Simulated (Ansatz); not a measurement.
# Field gradients at the nuclei in ZnS

The cell is a COD entry, its atoms then relaxed with PBE in this cell.

```cif
data_ZnS
_symmetry_space_group_name_H-M 'R3m:H'
_symmetry_Int_Tables_number 160
_cell_length_a 3.8300
_cell_length_b 3.8300
_cell_length_c 46.8800
_cell_angle_alpha 90.000
_cell_angle_beta 90.000
_cell_angle_gamma 120.000
loop_
_atom_site_label
_atom_site_type_symbol
_atom_site_symmetry_multiplicity
_atom_site_Wyckoff_symbol
_atom_site_fract_x
_atom_site_fract_y
_atom_site_fract_z
Zn1 Zn 3 a 0.0000 0.0000 0.0000
Zn2 Zn 3 a 0.0000 0.0000 0.2667
Zn3 Zn 3 a 0.0000 0.0000 0.5334
Zn4 Zn 3 a 0.0000 0.0000 0.1334
Zn5 Zn 3 a 0.0000 0.0000 0.4000
S6 S 3 a 0.0000 0.0000 0.9499
S7 S 3 a 0.0000 0.0000 0.2167
S8 S 3 a 0.0000 0.0000 0.4834
S9 S 3 a 0.0000 0.0000 0.0833
S10 S 3 a 0.0000 0.0000 0.3500
```

One atom of each set is listed; the run and its k-mesh use a cell of 10 atoms with edges of 15.78, 15.78, 15.78 Å.

Computed with Ansatz: DFT, LDA, plane waves and PAW, scalar-relativistic, 420 eV cutoff, Γ-centred 13×13×13 k-points, Fermi–Dirac smearing 0.02 eV.

Conventions: |V_zz| ≥ |V_yy| ≥ |V_xx|, η = (V_xx − V_yy)/V_zz, C_Q = eQV_zz/h.

⁶⁷Zn: I = 5/2, Q = 122.0 mb; ³³S: I = 3/2, Q = -69.40 mb. Q values from Pyykkö, Mol. Phys. 116, 1328 (2018).

Task: Which values are expected at the nuclei?

Result: 

```csv
site,atoms,first shell,V_zz (10²¹ V/m²),η,C_Q (MHz)
Zn1,1,4 S at 2.35 Å,-0.067,0.00,-0.197
Zn2,1,4 S at 2.34 Å,0.052,0.00,0.153
Zn3,1,4 S at 2.35 Å,-0.086,0.00,-0.252
Zn4,1,4 S at 2.34–2.35 Å,-0.044,0.00,-0.128
Zn5,1,4 S at 2.34–2.35 Å,-0.046,0.00,-0.135
S6,1,4 Zn at 2.34–2.35 Å,0.080,0.00,-0.134
S7,1,4 Zn at 2.34–2.35 Å,-0.023,0.00,0.039
S8,1,4 Zn at 2.35 Å,0.13,0.00,-0.223
S9,1,4 Zn at 2.34–2.35 Å,0.14,0.00,-0.242
S10,1,4 Zn at 2.34–2.35 Å,0.15,0.00,-0.247
```

An axis of threefold or higher order runs through Zn1, Zn2, Zn3, Zn4, Zn5 and S6 and others, so V_zz lies along it and η is zero.

At this cell the principal stresses reach 5 GPa in size with LDA, which can matter for small gradients.
